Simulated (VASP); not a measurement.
## InP: relaxation of the atoms with r2SCAN

Crystal: InP.

```
CELL_PARAMETERS angstrom
0.00000 2.91243 2.91243
2.91243 0.00000 2.91243
2.91243 2.91243 0.00000
ATOMIC_POSITIONS crystal
In 0.00000 0.00000 0.00000
P 0.25000 0.25000 0.25000
```

The cell isn't the ideal one: a relaxed cell with its volume scaled by 0.96.

```
Program                : VASP 6.6.1
Task                   : relaxation of the atoms
Functional             : r2SCAN
Potentials or basis    : VASP PAW PBE potentials, release 64 (In_d, P)
Cutoff                 : 600 eV
k mesh                 : 8 × 8 × 8
Occupations            : gaussian, width 0.03 eV
Spin                   : no spin polarisation
Further INCAR settings : ALGO = Normal; EDIFF = 1e-07; IBRION = 2; EDIFFG = -0.01; NSW = 40
```

```
Pressure after relaxing : 3.1 GPa
Band gap on the k mesh  : 1.28 eV, direct
```

Final structure:
```
In P
1.0
     0.00000    2.91243    2.91243
     2.91243    0.00000    2.91243
     2.91243    2.91243    0.00000
In P
1 1
Direct
  0.00000 0.00000 0.00000
  0.25000 0.25000 0.25000
```

Levels at points of the mesh, in eV from the valence-band top:
| k point | band 7 | band 8 | band 9 | band 10 | band 11 | band 12 |
| --- | --- | --- | --- | --- | --- | --- |
| (0.00, 0.00, 0.00) | 0.00 | 0.00 | 0.00 | 1.28 | 4.44 | 4.44 |
| (0.50, 0.00, 0.00) | -5.99 | -1.04 | -1.04 | 1.92 | 5.16 | 5.16 |
| (0.50, 0.50, 0.00) | -5.96 | -2.48 | -2.48 | 1.98 | 2.55 | 10.02 |

It took 3.2 min on 1 thread of Intel(R) Xeon(R) Platinum 8375C CPU @ 2.90GHz (Ice Lake), on a shared host, peak memory 0.22 GiB.

Caveat: the relaxation stopped at its first step, so nothing moved; the PAW data sets were made with another functional, which shifts forces and pressure a little; spin-orbit coupling is left out, which moves the levels of the heavy elements.
